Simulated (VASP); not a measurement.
A run of VASP 6.6.1 is set up as follows.

INCAR

```
SYSTEM = Ni
  PREC = Accurate
  ENCUT = 600
  EDIFF = 1E-7
  ISMEAR = -1
  SIGMA = 0.05
  LREAL = .False.
  LASPH = .True.
  NELM = 150
  ALGO = Normal
  ISIF = 3
  LWAVE = .False.
  LCHARG = .False.
  ISPIN = 2
  MAGMOM = 1
  LORBIT = 11
  LMAXMIX = 4
  GGA = AM
  IBRION = 2
  NSW = 60
  EDIFFG = -0.01
```

File KPOINTS:

```
Automatic mesh
0
Gamma
  13 13 13
  0 0 0
```

POSCAR

```
Ni
1.0
    0.0000000000      1.7375729330      1.7375729330
    1.7375729330      0.0000000000      1.7375729330
    1.7375729330      1.7375729330      0.0000000000
Ni
1
Direct
    0.0000000000      0.0000000000      0.0000000000
```

Potentials or basis: VASP PAW PBE potentials, release 64 (Ni).

Launch:

```sh
$ cat potpaw_PBE.64/Ni/POTCAR > POTCAR
$ mpirun -np 1 vasp_std > vasp.out
```

(1) What does it give for the band gap on the k mesh?

(2) What does it give for the relaxed volume?

## Answers

(1) none (metal or under the smearing width).

(2) 10.34 Å³/atom.

Caveat: the PAW data sets were made with another functional, which shifts forces and pressure a little.
